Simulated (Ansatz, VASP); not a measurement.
# Two plane-wave programs on SnO

Contents of INCAR:

```
  ALGO = Normal
  EDIFF = 1E-6
  ENCUT = 520
  GGA = PS
  ISIF = 2
  ISMEAR = 0
  LASPH = True
  LCHARG = False
  LREAL = False
  LWAVE = False
  NBANDS = 28
  NELM = 100
  PREC = Accurate
  SIGMA = 0.01
```

Contents of KPOINTS:

```
k-points
0
Gamma
  4 2 4
```

The input POSCAR:

```
SnO
1.0
    3.3550050000      0.0000000000      0.0000000000
    0.0000000000      5.6741040000      0.0000000000
    0.0000000000      0.0000000000      4.2219700000
Sn O
2 2
Direct
    0.0000000000      0.2319089992      0.5131439991
    0.5000000000      0.7680910008      0.0131439991
    0.0000000000      0.8912500000      0.7368570004
    0.5000000000      0.1087500000      0.2368570004
```

Input for Ansatz:

```yaml
crystal:
  lattice:
    - [3.355005, 0.0, 0.0]
    - [0.0, 5.674104, 0.0]
    - [0.0, 0.0, 4.22197]
  atoms:
    - { symbol: Sn, position: [0.0, 0.23190899920057864, 0.513143999128369] }
    - { symbol: Sn, position: [0.5, 0.7680910007994214, 0.013143999128368984] }
    - { symbol: O, position: [0.0, 0.8912500000000001, 0.7368570004050242] }
    - { symbol: O, position: [0.5, 0.10875, 0.2368570004050242] }
kpoints:
  mp_grid:
    grid: [4, 2, 4]
hamiltonian:
  xc: pbesol
scf:
  occupations:
    method: fixed
output:
  stress: true
```

The cell comes from a database or a generator and needn't be the stable form of this composition.

Alike in both runs: task single point; functional PBEsol; k mesh 4 × 2 × 4; no spin polarisation.

|  | VASP | Ansatz |
| --- | --- | --- |
| version | VASP 6.6.1 | Ansatz 0.2.0 |
| potentials or method | VASP PAW PBE potentials, release 64 (Sn_d, O) | plane waves, PAW |
| plane-wave cutoff (eV) | 520 | 420 |
| occupations | gaussian, width 0.01 eV | fixed |
| valence electrons in the cell | 40 | 40 |

Ansatz gave:

- pressure (GPa): -3.2
- largest component of the traceless stress (GPa): 0.56

Task: What did VASP give for the same quantities?

Result: Pressure (GPa): -3.0; largest component of the traceless stress (GPa): 0.53.

Caveats: the k mesh is coarse (spacing up to 0.55 Å⁻¹), so the values aren't converged; the PAW data sets were made with another functional, which shifts forces and pressure a little (VASP). A k mesh can miss the band edges.
